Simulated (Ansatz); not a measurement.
# Strain and the gap of CdSe (zincblende)

CdSe (zincblende), relaxed with r2SCAN in Ansatz 0.2.0. The symmetry is F-43m (No. 216, cubic); conventional cell a = 6.136 Å, 28.87 Å³ an atom. Around Cd lie 4 Se at 2.66 Å; around Se lie 4 Cd at 2.66 Å.

The axes x, y and z are those of this cell:
```xyz
2
Lattice="0.0000 3.0678 3.0678 3.0678 0.0000 3.0678 3.0678 3.0678 0.0000" Properties=species:S:1:pos:R:3 pbc="T T T"
Cd    0.0000    0.0000    0.0000
Se    1.5339    1.5339    1.5339
```

Unstrained: PBE gives a direct gap of 0.555 eV at Γ. With r2SCAN the gap is 1.037 eV and direct, at Γ. The HSE06 gap is direct at Γ: 1.483 eV. Meshes: PBE 8×8×8, r2SCAN 8×8×8, HSE06 6×6×6. Strains are changes of length per length. After each strain the atoms were relaxed again with r2SCAN within the symmetry that the strain leaves, so tilts or polar shifts that break it weren't tested; points keep the names that they have in the unstrained zone. The values are computed, spin-unpolarised, and not measurements.

Changes of the least gap in eV (an overlap counts as a negative gap):

| strain | volume change (%) | space group | PBE | r2SCAN | HSE06 | energy rise, r2SCAN (meV/atom) |
| --- | --- | --- | --- | --- | --- | --- |
| epitaxial +5.8 % in the xy plane, free normal strain -9.21 % | +1.6 | I-4m2 | -0.307 | -0.308 | -0.329 | 22.2 |
| uniaxial +4.62 % along z | +4.6 | I-4m2 | -0.147 | -0.156 | -0.168 | 12.1 |
| isotropic +4.02 % on every length | +12.6 | F-43m | -0.243 | -0.267 | -0.297 | 59.6 |

Epitaxial +5.8 % in the xy plane, free normal strain -9.21 %. HSE06: the gap goes from 1.483 to 1.154 eV (-0.329 eV); with r2SCAN the top three valence levels at Γ, degenerate before, become 1+2 from the top over 355 meV. Stress change with r2SCAN, compression positive: xx -2.00, yy -2.00, zz +0.04 GPa.

Uniaxial +4.62 % along z, other directions held. HSE06: the gap goes from 1.483 to 1.315 eV (-0.168 eV); with r2SCAN the top three valence levels at Γ, degenerate before, become 2+1 from the top over 148 meV. Stress change with r2SCAN, compression positive: xx -1.81, yy -1.81, zz -2.77 GPa.

Isotropic +4.02 % on every length. HSE06: the gap goes from 1.483 to 1.186 eV (-0.297 eV). Stress change with r2SCAN, compression positive: xx -4.63, yy -4.63, zz -4.63 GPa. For HSE06, dE_g/d ln V = -2.5 eV over this step.

The runs are scalar-relativistic, without spin-orbit coupling.

The meshes of the hybrids are coarse, so their gaps aren't converged to the digits shown.

The splittings at Γ are without spin-orbit coupling, which regroups them where it is of like size or larger.
